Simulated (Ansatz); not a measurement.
Crystal: TiO2.

```
Ti O
1.0
     2.96826    0.00000    0.00000
     0.00021    4.70761    0.00000
     1.48357    0.24235    7.08346
Ti O
3 6
Direct
  0.00337 0.00039 0.00070
  0.34464 0.48026 0.31696
  0.66171 0.52047 0.68450
  0.44004 0.18544 0.12854
  0.77793 0.29773 0.45188
  0.10124 0.30895 0.80624
  0.90650 0.69184 0.19517
  0.22941 0.70301 0.54951
  0.56803 0.81530 0.87283
```

The cell comes from a database or a generator and needn't be the stable form of this composition.

```yaml
Program: Ansatz 0.2.0
Task: relaxation of cell and atoms
Functional: RPBE
Potentials_or_basis: Ansatz PAW
Cutoff: "420 eV (not typed: the program's choice for these potentials)"
k_mesh: 9 × 6 × 4
Occupations: fermi-dirac, width 0.05 eV
Spin: no spin polarisation
```

At the start: volume 11.00 Å³/atom.

Q: Where does the relaxation end?

A: It ends after 23 steps and the volume is 11.64 Å³/atom (+5.8 %); space group P1 (No. 1, to 0.05 Å).

Step by step:
| step | energy change (eV) | largest force (eV/Å) | volume (Å³) |
| --- | --- | --- | --- |
| 1 | 0.0000 | 0.3163 | 98.98 |
| 2 | -0.0852 | 0.1713 | 102.34 |
| 3 | -0.0907 | 0.0634 | 103.40 |
| 4 | -0.0909 | 0.0524 | 103.54 |
| 5 | -0.0912 | 0.0438 | 103.56 |
| 6 | -0.0915 | 0.0268 | 103.56 |
| 7 | -0.0917 | 0.0179 | 103.55 |
| 8 | -0.0919 | 0.0089 | 103.55 |
| 9 | -0.0920 | 0.0063 | 103.54 |
| 10 | -0.0919 | 0.0096 | 103.56 |
| 11 | -0.0920 | 0.0082 | 103.54 |
| 12 | -0.0920 | 0.0102 | 103.54 |
| 13 | -0.0922 | 0.0373 | 103.52 |
| 14 | -0.0924 | 0.0604 | 103.50 |
| 15 | -0.0985 | 0.0400 | 103.94 |
| 16 | -0.0987 | 0.0323 | 104.02 |
| 17 | -0.0988 | 0.0555 | 104.04 |
| 18 | -0.0990 | 0.0146 | 104.29 |
| 19 | -0.0992 | 0.0051 | 104.25 |
| 20 | -0.1268 | 0.0051 | 104.25 |
| 21 | -0.1256 | 0.0349 | 104.79 |
| 22 | -0.1258 | 0.0027 | 104.77 |
| 23 | -0.1279 | 0.0028 | 104.77 |

Final structure:
```
Ti O
1.0
     3.00823    0.00849   -0.00558
     0.01367    4.84644   -0.02225
     1.49091    0.22027    7.18232
Ti O
3 6
Direct
  0.95866 0.00043 0.00070
  0.31837 0.48689 0.31681
  0.69600 0.51371 0.68467
  0.44747 0.18698 0.12893
  0.78827 0.30473 0.44971
  0.10330 0.30569 0.80530
  0.91508 0.69530 0.19597
  0.22952 0.69558 0.55174
  0.57620 0.81407 0.87250
```

Caveat: the plane-wave basis is chosen anew once the cell has moved, so the energies of steps on either side of that aren't comparable; the pressure holds a Pulay correction of +0.6 GPa for the finite cutoff; the PAW data sets come from PBE, with cores solved anew for the run's functional, which leaves a small shift of forces and pressure.
